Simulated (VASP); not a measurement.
# CdS (Fm-3m) in VASP: notebook, part 2 of 2

VASP 6.6.1. The steps go on from the part before.

### Step 4. Single point, PBEsol, spin-orbit coupling, no magnetisation

INCAR

```
  ALGO = Normal
  EDIFF = 1E-7
  ENCUT = 350
  GGA = PS
  GGA_COMPAT = False
  ISIF = 2
  ISMEAR = 0
  LASPH = True
  LCHARG = False
  LORBIT = 11
  LREAL = False
  LSORBIT = True
  LWAVE = False
  MAGMOM = 0 0 0 0 0 0
  NBANDS = 34
  NELM = 100
  PREC = Accurate
  SIGMA = 0.02
```

KPOINTS

```
k-points
0
Gamma
  10 10 10
```

POSCAR

```
CdS
1.0
    0.0000000000      2.7532440000      2.7532440000
    2.7532440000      0.0000000000      2.7532440000
    2.7532440000      2.7532440000      0.0000000000
Cd S
1 1
Direct
    0.0000000000      0.0000000000      0.0000000000
    0.5000000000      0.5000000000      0.5000000000
```

Potentials or basis: VASP PAW PBE potentials, release 64 (Cd, S).

On the command line:

```sh
$ cat potpaw_PBE.64/Cd/POTCAR potpaw_PBE.64/S/POTCAR > POTCAR
$ mpirun -np 1 vasp_ncl > vasp.out
```

OUTCAR:

```text
EDIFF = 1E-7
   ENCUT = 350
   GGA = PS
   ISIF = 2
   ISMEAR = 0
   LASPH = True
   LORBIT = 11
   LREAL = False
   LSORBIT = True
   NELM = 100
   PREC = Accurate

 Found     47 irreducible k-points:

 Following reciprocal coordinates:
            Coordinates               Weight
  0.000000  0.000000  0.000000      1.000000
  0.100000  0.000000  0.000000      8.000000
  0.200000  0.000000  0.000000      8.000000
  0.300000  0.000000  0.000000      8.000000
  0.400000  0.000000  0.000000      8.000000
  0.500000  0.000000  0.000000      4.000000
   k-points           NKPTS =     47   k-points in BZ     NKDIM =     47   number of bands    NBANDS=     34
   number of dos      NEDOS =    301   number of ions     NIONS =      2
   total plane-waves  NPLWV =  13824
   dimension x,y,z NGX =    24 NGY =   24 NGZ =   24
   dimension x,y,z NGXF=    48 NGYF=   48 NGZF=   48
   ions per type =               1   1
   NGX,Y,Z   is equivalent  to a cutoff of  10.25, 10.25, 10.25 a.u.
   NGXF,Y,Z  is equivalent  to a cutoff of  20.49, 20.49, 20.49 a.u.
 SYSTEM =  unknown system
   PREC   = accura    normal or accurate (medium, high low for compatibility)
   ISTART =      0    job   : 0-new  1-cont  2-samecut
   ICHARG =      2    charge: 1-file 2-atom 10-const
   ISPIN  =      1    spin polarized calculation?
   LNONCOLLINEAR =      T non collinear calculations
   LSORBIT =      T    spin-orbit coupling
   LASPH  =      T    aspherical Exc in radial PAW
   ENCUT  =  350.0 eV  25.72 Ry    5.07 a.u.   5.94  5.94  5.94*2*pi/ulx,y,z
   NELM   =    100;   NELMIN=  2; NELMDL= -5     # of ELM steps
   EDIFF  = 0.1E-06   stopping-criterion for ELM
   LREAL  =      F    real-space projection
   EDIFFG = 0.1E-05   stopping-criterion for IOM
   NSW    =      0    number of steps for IOM
   IBRION =     -1    ionic relax: 0-MD 1-quasi-New 2-CG
   NFREE  =      0    steps in history (QN), initial steepest desc. (CG)
   ISIF   =      2    stress and relaxation
   ISYM   =      2    0-nonsym 1-usesym 2-fastsym
   POTIM  = 0.5000    time-step for ionic-motion
   TEBEG  =    0.0;   TEEND  =   0.0 temperature during run
   PSTRESS=    0.0 pullay stress
   NELECT =      18.0000    total number of electrons
   NUPDOWN=      -1.0000    fix difference up-down
   EMIN   =  10.00;   EMAX   =-10.00  energy-range for DOS
   EFERMI =   0.00;   METHOD = LEGACY
   ISMEAR =     0;   SIGMA  =   0.02  broadening in eV -4-tet -1-fermi 0-gaus
   EFERMI_NEDOS =   21; number of points for ismear=-14 and -15
   IALGO  =     38    algorithm
   IMIX   =      4    mixing-type and parameters
     AMIX     =   0.40;   BMIX     =  1.00
     AMIX_MAG =   1.60;   BMIX_MAG =  1.00
  volume/ion in A,a.u.               =      20.87       140.84
  Fermi-wavevector in a.u.,A,eV,Ry     =   1.236833  2.337275 20.813583  1.529755
  Thomas-Fermi vector in A             =   2.371425
   LORBIT       =     11    0 simple, 1 ext, 2 COOP (PROOUT), +10 PAW based schemes
   GGA     = PS    functional components
   LHFCALC =     F    Hartree Fock is set to
   AEXX    =    0.0000 exact exchange contribution
   IVDW    =     0    specifies the selected vdW correction
   LEPSILON=     F    determine dielectric tensor
   LRPA    =     F    only Hartree local field effects (RPA)
 Gauss-broadening in eV      SIGMA  =   0.02
  energy-cutoff  :      350.00
  volume of cell :       41.74
 maximum number of plane-waves:      1272
   NGX = 11   NGY = 11   NGZ = 11

 number of electron      18.0000000 magnetization       0.0000000      0.0000000      0.0000000

 number of electron      18.0000013 magnetization      -0.0000000     -0.0000000     -0.0000000

 number of electron      18.0000013 magnetization       0.0000000      0.0000000     -0.0000000

 number of electron      18.0000013 magnetization      -0.0000000     -0.0000000      0.0000000

 Free energy of the ion-electron system (eV)
  ---------------------------------------------------
  ext. energy  EPLUGINS =         0.00000000
  ---------------------------------------------------
  free energy    TOTEN  =        -6.64422638 eV

  energy without entropy =       -6.64422635  energy(sigma->0) =       -6.64422636

 E-fermi :   2.6894     XC(G=0): -10.5093

 val. band max:        2.6290528387   @ k =   0.5000   0.0000   0.0000
 cond. band min:       2.7451751236   @ k =   0.5000   0.5000   0.0000
 fundamental gap:      0.1161222849
 Fermi energy:         2.6894317870

 k-point     1 :       0.0000    0.0000    0.0000
  band No.  band energies     occupation
      1     -10.0682      1.00000
      2     -10.0682      1.00000
      3      -5.3356      1.00000
      4      -5.3356      1.00000
      5      -5.3356      1.00000
      6      -5.3356      1.00000
[... 187 lines left out ...]
     29      15.5484      0.00000
     30      15.5484      0.00000

 [... further k-points ...]

 [bands above 30 left out]

------------------------ aborting loop because EDIFF is reached ----------------------------------------

  FORCE on cell =-STRESS in cart. coord.  units (eV):
  Direction    XX          YY          ZZ          XY          YZ          ZX
  --------------------------------------------------------------------------------------
  -------------------------------------------------------------------------------------
  Total       -1.1673276     -1.1673276     -1.1673276     -0.0000000     -0.0000000      0.0000000
  in kB      -44.8063160    -44.8063160    -44.8063160     -0.0000000     -0.0000000      0.0000000
  external PRESSURE =     -44.8063160 kB  Pullay stress =       0.0000000 kB

 VOLUME and BASIS-vectors are now :
 -----------------------------------------------------------------------------
  energy-cutoff  :      350.00
  volume of cell :       41.74
      direct lattice vectors                 reciprocal lattice vectors
     0.000000000  2.753244000  2.753244000    -0.181603955  0.181603955  0.181603955
     2.753244000  0.000000000  2.753244000     0.181603955 -0.181603955  0.181603955
     2.753244000  2.753244000  0.000000000     0.181603955  0.181603955 -0.181603955

 POSITION                                       TOTAL-FORCE (eV/Angst)
 -----------------------------------------------------------------------------------
      0.00000      0.00000      0.00000        -0.000000      0.000000     -0.000000
      2.75324      2.75324      2.75324         0.000000     -0.000000      0.000000
 -----------------------------------------------------------------------------------
    total drift:                                0.000000     -0.000000     -0.000000

  FREE ENERGIE OF THE ION-ELECTRON SYSTEM (eV)
  ---------------------------------------------------
  free  energy   TOTEN  =        -6.6442263785 eV

  energy  without entropy=       -6.6442263485  energy(sigma->0) =       -6.64422636

 Spin-Orbit-Coupling matrix elements

 Ion:    1  E_soc:     -0.0525206
 l=   1
     0.0000000    -0.0019297    -0.0019297
    -0.0019297     0.0000000    -0.0019297
    -0.0019297    -0.0019297     0.0000000
 l=   2
     0.0000000    -0.0013815     0.0000000    -0.0013815    -0.0054422
    -0.0013815     0.0000000    -0.0040817    -0.0013815    -0.0013606
     0.0000000    -0.0040817     0.0000000    -0.0040817     0.0000000
    -0.0013815    -0.0013815    -0.0040817     0.0000000    -0.0013606
    -0.0054422    -0.0013606     0.0000000    -0.0013606     0.0000000
 l=   3
     0.0000000     0.0000000     0.0000000     0.0000000     0.0000000     0.0000000     0.0000000
     0.0000000     0.0000000     0.0000000     0.0000000     0.0000000     0.0000000     0.0000000
     0.0000000     0.0000000     0.0000000     0.0000000     0.0000000     0.0000000     0.0000000
     0.0000000     0.0000000     0.0000000     0.0000000     0.0000000     0.0000000     0.0000000
     0.0000000     0.0000000     0.0000000     0.0000000     0.0000000     0.0000000     0.0000000
     0.0000000     0.0000000     0.0000000     0.0000000     0.0000000     0.0000000     0.0000000
     0.0000000     0.0000000     0.0000000     0.0000000     0.0000000     0.0000000     0.0000000

 Ion:    2  E_soc:     -0.0020945
 l=   1
     0.0000000    -0.0003491    -0.0003491
    -0.0003491     0.0000000    -0.0003491
    -0.0003491    -0.0003491     0.0000000
 l=   2
     0.0000000     0.0000000     0.0000000     0.0000000     0.0000000
     0.0000000     0.0000000     0.0000000     0.0000000     0.0000000
     0.0000000     0.0000000     0.0000000     0.0000000     0.0000000
     0.0000000     0.0000000     0.0000000     0.0000000     0.0000000
     0.0000000     0.0000000     0.0000000     0.0000000     0.0000000
 l=   3
     0.0000000     0.0000000     0.0000000     0.0000000     0.0000000     0.0000000     0.0000000
     0.0000000     0.0000000     0.0000000     0.0000000     0.0000000     0.0000000     0.0000000
     0.0000000     0.0000000     0.0000000     0.0000000     0.0000000     0.0000000     0.0000000
     0.0000000     0.0000000     0.0000000     0.0000000     0.0000000     0.0000000     0.0000000
     0.0000000     0.0000000     0.0000000     0.0000000     0.0000000     0.0000000     0.0000000
     0.0000000     0.0000000     0.0000000     0.0000000     0.0000000     0.0000000     0.0000000
     0.0000000     0.0000000     0.0000000     0.0000000     0.0000000     0.0000000     0.0000000

 total charge

# of ion       s       p       d       tot
------------------------------------------
    1        0.378   0.244   9.562  10.184
    2        1.336   2.331   0.000   3.667
--------------------------------------------------
tot          1.714   2.575   9.562  13.850

 magnetization (x)

# of ion       s       p       d       tot
------------------------------------------
    1        0.000  -0.000  -0.000  -0.000
    2        0.000   0.000   0.000   0.000
--------------------------------------------------
tot          0.000   0.000  -0.000   0.000

 magnetization (y)

# of ion       s       p       d       tot
------------------------------------------
    1       -0.000   0.000   0.000   0.000
    2       -0.000   0.000   0.000   0.000
--------------------------------------------------
tot         -0.000   0.000   0.000   0.000

 magnetization (z)

# of ion       s       p       d       tot
------------------------------------------
    1       -0.000   0.000   0.000   0.000
    2        0.000  -0.000   0.000  -0.000
--------------------------------------------------
tot         -0.000  -0.000   0.000   0.000
```

OSZICAR:

```text
N       E                     dE             d eps       ncg     rms          rms(c)
DAV:   1     0.101608191701E+03    0.10161E+03   -0.69785E+03  3348   0.731E+02
DAV:   2    -0.237790246006E+01   -0.10399E+03   -0.98318E+02  3660   0.232E+02
DAV:   3    -0.715060872778E+01   -0.47727E+01   -0.47437E+01  3874   0.519E+01
DAV:   4    -0.717879601995E+01   -0.28187E-01   -0.28177E-01  3634   0.390E+00
DAV:   5    -0.717903921865E+01   -0.24320E-03   -0.24318E-03  3814   0.351E-01    0.711E+00
DAV:   6    -0.667093677412E+01    0.50810E+00   -0.65780E-01  4214   0.112E+01    0.601E+00
DAV:   7    -0.664870970958E+01    0.22227E-01   -0.17429E-01  3706   0.282E+00    0.310E+00
DAV:   8    -0.664472102424E+01    0.39887E-02   -0.18133E-02  3554   0.152E+00    0.340E-01
DAV:   9    -0.664418705134E+01    0.53397E-03   -0.13115E-03  3766   0.511E-01    0.183E-01
DAV:  10    -0.664421733807E+01   -0.30287E-04   -0.23061E-04  3542   0.115E-01    0.487E-02
DAV:  11    -0.664423055036E+01   -0.13212E-04   -0.93454E-05  3804   0.111E-01    0.273E-02
DAV:  12    -0.664422615840E+01    0.43920E-05   -0.15980E-05  3616   0.439E-02    0.493E-03
DAV:  13    -0.664422636874E+01   -0.21033E-06   -0.16984E-06  3502   0.940E-03    0.279E-03
DAV:  14    -0.664422637847E+01   -0.97336E-08   -0.11491E-08  1924   0.951E-04
   1 F= -.66442264E+01 E0= -.66442264E+01  d E =-.299977E-07  mag=    -0.0000    -0.0000     0.0000
```

stdout:

```text
POSCAR found type information on POSCAR CdS
 POSCAR found :  2 types and       2 ions
 scaLAPACK will be used
 -----------------------------------------------------------------------------
|                                                                             |
|                                                                             |
|     You enforced a specific xc type in the INCAR file but a different       |
|     I HOPE YOU KNOW WHAT YOU ARE DOING!                                     |
|                                                                             |
 -----------------------------------------------------------------------------

 LDA part: xc-table for (Slater+PW92), standard interpolation
 POSCAR, INCAR and KPOINTS ok, starting setup
 FFT: planning ... GRIDC
 FFT: planning ... GRID_SOFT
 FFT: planning ... GRID
 WAVECAR not read
 entering main loop
```

Wall time 27 s (1 thread of Intel Xeon 6975P-C (Granite Rapids), shared host); peak memory 0.22 GiB.

These settings aren't checked as converged: the numbers below hold their error.

Results:

```
Free energy                                           : -6.6442 eV
Pressure                                              : -4.5 GPa
Valence electrons inside the program's atomic spheres : Cd 10.18; S 3.67
```

Caveat: the PAW data sets were made with another functional, which shifts forces and pressure a little.

### Step 5. Single point, PBEsol, spin-orbit coupling, no magnetisation

INCAR: that of step 4 with these lines changed.

```diff
@@ -2,3 +2,3 @@
   EDIFF = 1E-7
-  ENCUT = 350
+  ENCUT = 250
   GGA = PS
```

KPOINTS

```
k-points
0
Gamma
  5 5 5
```

POSCAR is that of step 4.

On the command line:

```sh
$ cat potpaw_PBE.64/Cd/POTCAR potpaw_PBE.64/S/POTCAR > POTCAR
$ mpirun -np 1 vasp_ncl > vasp.out
```

Run time: 7.1 s. Hardware: 1 thread of Intel Xeon 6975P-C (Granite Rapids), shared host; peak memory 0.16 GiB.

The run converged, but a check on its numbers failed (symmetry, net force, bounds or a known fault of this set-up), so they aren't taken as properties of the crystal.

Caveat: the k mesh is coarse (spacing up to 0.40 Å⁻¹), so the values aren't converged; the cutoff lies under the usual one of these potentials, so the numbers hold a large basis-set error; the PAW data sets were made with another functional, which shifts forces and pressure a little.

### Step 6. For comparison

An earlier run on the cell as given: functional PBE; potentials or basis VASP PAW PBE potentials, release 64 (Cd, S); cutoff 520 eV; k mesh 8 × 8 × 8; occupations fermi-dirac, width 0.05 eV; no spin polarisation.

- Pressure: -0.1 GPa
- Band gap on the k mesh: 0.26 eV, indirect (least direct gap 1.53 eV)
